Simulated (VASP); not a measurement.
# Al (Im-3m) in VASP: settings compared

One crystal, Al, is run at these levels: LDA, PBEsol; tasks: relaxation of cell and atoms, single point.

Everything below comes from runs of VASP 6.6.1. Logs are shortened: lines on timing, memory, paths and dates and some standing lists are left out, and cuts for length are marked.

## (1) Starting point

The structure is cubic, space group Im-3m (No. 229). Conventional cell: a = 3.182 Å, b = 3.182 Å, c = 3.182 Å, α = 90.00°, β = 90.00°, γ = 90.00°. Al (site symmetry m-3m) has 8 Al at 2.76 Å as nearest neighbours.

This isn't the form of Al at room conditions, which is fcc.

## (2) Relaxation of cell and atoms, LDA, target pressure 10 GPa, at which the enthalpy is minimised

Input file INCAR:

```
SYSTEM = Al
PREC = Accurate
ENCUT = 600
EDIFF = 1E-7
ISMEAR = -1
SIGMA = 0.02
LREAL = .FALSE.
LASPH = .TRUE.
NELM = 80
ALGO = Normal
ISIF = 3
LWAVE = .FALSE.
LCHARG = .FALSE.
GGA = CA
IBRION = 2
NSW = 60
EDIFFG = -0.01
PSTRESS = 100
```

Input file KPOINTS:

```
Automatic mesh
0
G
  12 12 12
  0 0 0
```

Input file POSCAR:

```
Al
1.0
   -1.5912186900      1.5912186900      1.5912186900
    1.5912186900     -1.5912186900      1.5912186900
    1.5912186900      1.5912186900     -1.5912186900
Al
1
Cartesian
    0.0000000000      0.0000000000      0.0000000000
```

Potentials or basis: VASP PAW LDA potentials, release 64 (Al).

On the command line:

```bash
cat potpaw_LDA.64/Al/POTCAR > POTCAR
mpirun -np 1 vasp_std > vasp.out
```

OUTCAR:

```text
SYSTEM = Al
   PREC = Accurate
   ENCUT = 600
   EDIFF = 1E-7
   ISMEAR = -1
   LREAL = .FALSE.
   LASPH = .TRUE.
   NELM = 80
   ISIF = 3
   GGA = CA
   IBRION = 2
   NSW = 60
   EDIFFG = -0.01
   PSTRESS = 100

 ion  position               nearest neighbor table
   1  0.000  0.000  0.000-

  LATTYP: Found a body centered cubic cell.
 ALAT       =     3.1824373800

  Lattice vectors:

 A1 = (  -1.5912186900,   1.5912186900,   1.5912186900)
 A2 = (   1.5912186900,  -1.5912186900,   1.5912186900)
 A3 = (   1.5912186900,   1.5912186900,  -1.5912186900)

Analysis of symmetry for initial positions (statically):
=====================================================================
 Subroutine PRICEL returns:
 Original cell was already a primitive cell.

 Routine SETGRP: Setting up the symmetry group for a
 body centered cubic supercell.

 Subroutine GETGRP returns: Found 48 space group operations
 (whereof 48 operations were pure point group operations)
 out of a pool of 48 trial point group operations.

The static configuration has the point symmetry O_h .

Analysis of symmetry for dynamics (positions and initial velocities):
=====================================================================
 Subroutine PRICEL returns:
 Original cell was already a primitive cell.

 Routine SETGRP: Setting up the symmetry group for a
 body centered cubic supercell.

 Subroutine GETGRP returns: Found 48 space group operations
 (whereof 48 operations were pure point group operations)
 out of a pool of 48 trial point group operations.

The dynamic configuration has the point symmetry O_h .

 Subroutine INISYM returns: Found 48 space group operations
 (whereof 48 operations are pure point group operations),
 and found     1 'primitive' translations

----------------------------------------------------------------------------------------

                                     Primitive cell

  volume of cell :      16.1157

  direct lattice vectors                    reciprocal lattice vectors
    -1.591218690  1.591218690  1.591218690     0.000000000  0.314224565  0.314224565
     1.591218690 -1.591218690  1.591218690     0.314224565  0.000000000  0.314224565
     1.591218690  1.591218690 -1.591218690     0.314224565  0.314224565  0.000000000

  length of vectors
     2.756071617  2.756071617  2.756071617     0.444380641  0.444380641  0.444380641

  position of ions in fractional coordinates (direct lattice)
     0.000000000  0.000000000  0.000000000

  ion indices of the primitive-cell ions
   primitive index   ion index
                 1           1

----------------------------------------------------------------------------------------

 KPOINTS: Automatic mesh

Automatic generation of k-mesh.
 Grid dimensions read from file:
 generate k-points for:   12   12   12

 Generating k-lattice:

  Cartesian coordinates                     Fractional coordinates (reciprocal lattice)
     0.000000000  0.026185380  0.026185380     0.083333333  0.000000000  0.000000000
     0.026185380  0.000000000  0.026185380     0.000000000  0.083333333  0.000000000
     0.026185380  0.026185380  0.000000000     0.000000000  0.000000000  0.083333333

  Length of vectors
     0.037031720  0.037031720  0.037031720

  Shift w.r.t. Gamma in fractional coordinates (k-lattice)
     0.000000000  0.000000000  0.000000000

 Subroutine IBZKPT returns following result:
 ===========================================

 Found     72 irreducible k-points:

 Following reciprocal coordinates:
            Coordinates               Weight
  0.000000  0.000000  0.000000      1.000000
  0.083333  0.000000  0.000000     12.000000
  0.166667  0.000000  0.000000     12.000000
  0.250000  0.000000  0.000000     12.000000
  0.333333  0.000000  0.000000     12.000000
  0.416667  0.000000  0.000000     12.000000
[... 16 lines left out ...]
  0.333333  0.083333  0.083333     24.000000
  0.416667  0.083333  0.083333     12.000000
 [... further k-points ...]
   k-points           NKPTS =     72   k-points in BZ     NKDIM =     72   number of bands    NBANDS=      5
   number of dos      NEDOS =    301   number of ions     NIONS =      1
   total plane-waves  NPLWV =  13824
   dimension x,y,z NGX =    24 NGY =   24 NGZ =   24
   dimension x,y,z NGXF=    48 NGYF=   48 NGZF=   48
   ions per type =               1
   NGX,Y,Z   is equivalent  to a cutoff of  14.48, 14.48, 14.48 a.u.
   NGXF,Y,Z  is equivalent  to a cutoff of  28.95, 28.95, 28.95 a.u.
 SYSTEM =  Al
   PREC   = accura    normal or accurate (medium, high low for compatibility)
   ISTART =      0    job   : 0-new  1-cont  2-samecut
   ICHARG =      2    charge: 1-file 2-atom 10-const
   ISPIN  =      1    spin polarized calculation?
   LNONCOLLINEAR =      F non collinear calculations
   LSORBIT =      F    spin-orbit coupling
   LASPH  =      T    aspherical Exc in radial PAW
   ENCUT  =  600.0 eV  44.10 Ry    6.64 a.u.   5.50  5.50  5.50*2*pi/ulx,y,z
   NELM   =     80;   NELMIN=  2; NELMDL= -5     # of ELM steps
   EDIFF  = 0.1E-06   stopping-criterion for ELM
   LREAL  =      F    real-space projection
   EDIFFG = -.1E-01   stopping-criterion for IOM
   NSW    =     60    number of steps for IOM
   IBRION =      2    ionic relax: 0-MD 1-quasi-New 2-CG
   NFREE  =      1    steps in history (QN), initial steepest desc. (CG)
   ISIF   =      3    stress and relaxation
   ISYM   =      2    0-nonsym 1-usesym 2-fastsym
   POTIM  = 0.5000    time-step for ionic-motion
   TEBEG  =    0.0;   TEEND  =   0.0 temperature during run
   PSTRESS=  100.0 pullay stress
   NELECT =       3.0000    total number of electrons
   NUPDOWN=      -1.0000    fix difference up-down
   EMIN   =  10.00;   EMAX   =-10.00  energy-range for DOS
   EFERMI =   0.00;   METHOD = LEGACY
   ISMEAR =    -1;   SIGMA  =   0.02  broadening in eV -4-tet -1-fermi 0-gaus
   EFERMI_NEDOS =   21; number of points for ismear=-14 and -15
   IALGO  =     38    algorithm
   IMIX   =      4    mixing-type and parameters
     AMIX     =   0.40;   BMIX     =  1.00
     AMIX_MAG =   1.60;   BMIX_MAG =  1.00
  volume/ion in A,a.u.               =      16.12       108.75
  Fermi-wavevector in a.u.,A,eV,Ry     =   0.934757  1.766435 11.888371  0.873771
  Thomas-Fermi vector in A             =   2.061595
   LORBIT       =      0    0 simple, 1 ext, 2 COOP (PROOUT), +10 PAW based schemes
   GGA     = CA    functional components
   LHFCALC =     F    Hartree Fock is set to
   AEXX    =    0.0000 exact exchange contribution
   IVDW    =     0    specifies the selected vdW correction
   LEPSILON=     F    determine dielectric tensor
   LRPA    =     F    only Hartree local field effects (RPA)
 conjugate gradient relaxation of ions
 non-spin polarized calculation
  energy-cutoff  :      600.00
  volume of cell :       16.12
 maximum number of plane-waves:       555
 NGX is ok and might be reduce to    24
   NGX = 11   NGY = 11   NGZ = 11

--------------------------------------- Ionic step        1  -------------------------------------------

 number of electron       3.0000000 magnetization

 Free energy of the ion-electron system (eV)
  ---------------------------------------------------
  ext. energy  EPLUGINS =         0.00000000
  ---------------------------------------------------
  free energy    TOTEN  =        -4.08604065 eV

  energy without entropy =       -4.08551361  energy(sigma->0) =       -4.08577713

------------------------ aborting loop because EDIFF is reached ----------------------------------------

  FORCE on cell =-STRESS in cart. coord.  units (eV):
  Direction    XX          YY          ZZ          XY          YZ          ZX
  --------------------------------------------------------------------------------------
  -------------------------------------------------------------------------------------
  Total        0.0565758      0.0565758      0.0565758     -0.0000000      0.0000000      0.0000000
  in kB        5.6246028      5.6246028      5.6246028     -0.0000000      0.0000000      0.0000000
  external PRESSURE =     -94.3753972 kB  Pullay stress =     100.0000000 kB
[... 59 lines left out ...]
  enthalpy is  TOTEN    =        -3.1205265812 eV   P V=        0.8739015519

--------------------------------------- Ionic step        3  -------------------------------------------

 number of electron       3.0000000 magnetization

 Free energy of the ion-electron system (eV)
  ---------------------------------------------------
  ext. energy  EPLUGINS =         0.00000000
  ---------------------------------------------------
  free energy    TOTEN  =        -4.03913437 eV

  energy without entropy =       -4.03840291  energy(sigma->0) =       -4.03876864

 E-fermi :   9.1553     XC(G=0): -10.8143

 val. band max:        9.0388374941   @ k =   0.2500   0.2500   0.1667
 cond. band min:       9.1598304614   @ k =  -0.3333   0.5000   0.1667
 fundamental gap:      0.1209929674
 Fermi energy:         9.1552899955

 k-point     1 :       0.0000    0.0000    0.0000
  band No.  band energies     occupation
      1      -2.8373      2.00000
      2      23.0957      0.00000
      3      23.0957      0.00000
      4      23.0957      0.00000
      5      25.4727      0.00000

 k-point     2 :       0.0833    0.0000    0.0000
  band No.  band energies     occupation
      1      -2.6210      2.00000
      2      20.9777      0.00000
      3      22.0948      0.00000
      4      22.2905      0.00000
      5      24.3749      0.00000
[... 169 lines left out ...]
 k-point    24 :       0.4167    0.0833    0.0833
  band No.  band energies     occupation
      1       4.7858      2.00000
      2       5.5374      2.00000
      3      14.2928      0.00000
      4      15.4256      0.00000
      5      24.1066      0.00000

 [... further k-points ...]

------------------------ aborting loop because EDIFF is reached ----------------------------------------

  FORCE on cell =-STRESS in cart. coord.  units (eV):
  Direction    XX          YY          ZZ          XY          YZ          ZX
  --------------------------------------------------------------------------------------
  -------------------------------------------------------------------------------------
  Total        0.9037719      0.9037719      0.9037719     -0.0000000      0.0000000     -0.0000000
  in kB       99.3210105     99.3210105     99.3210105     -0.0000000      0.0000000     -0.0000000
  external PRESSURE =      -0.6789895 kB  Pullay stress =     100.0000000 kB
[... 16 lines left out ...]
  FREE ENERGIE OF THE ION-ELECTRON SYSTEM (eV)
  ---------------------------------------------------
  free  energy   TOTEN  =        -4.0391343692 eV

  energy  without entropy=       -4.0384029138  energy(sigma->0) =       -4.03876864

  enthalpy is  TOTEN    =        -3.1291839635 eV   P V=        0.9099504057

 reached required accuracy - stopping structural energy minimisation
```

Wall time 9.4 s (1 thread of Intel Xeon Platinum 8488C (Sapphire Rapids), shared host); peak memory 0.13 GiB.

Results:

```yaml
Free_energy: -4.0391 eV
Relaxed_volume: 14.58 Å³/atom
Relaxed_cell: a = 2.666 Å, b = 2.666 Å, c = 2.666 Å, α = 109.47°, β = 109.47°, γ = 109.47°
Space_group_after_relaxing_to_0.05_Å: Im-3m (No. 229)
Energy_change_on_relaxing_the_enthalpy_is_what_falls: +46.9 meV/atom
Ionic_steps: 3
Pressure_after_relaxing: 9.9 GPa
Band_gap_on_the_k_mesh: none (metal or under the smearing width)
```

The path:
```
step  energy change (eV)  largest force (eV/Å)  pressure (GPa)  volume (Å³)
   1              0.0000                0.0000            0.56        16.12
   2              0.0916                0.0000           15.05        14.00
   3              0.0469                0.0000            9.93        14.58
```

Final structure:
```
Al
1.0
    -1.53894    1.53894    1.53894
     1.53894   -1.53894    1.53894
     1.53894    1.53894   -1.53894
Al
1
Direct
  0.00000 0.00000 0.00000
```

Caveat: the cell is relaxed towards a set pressure, so the enthalpy falls and the energy may rise.

[end of part 1 of 2]
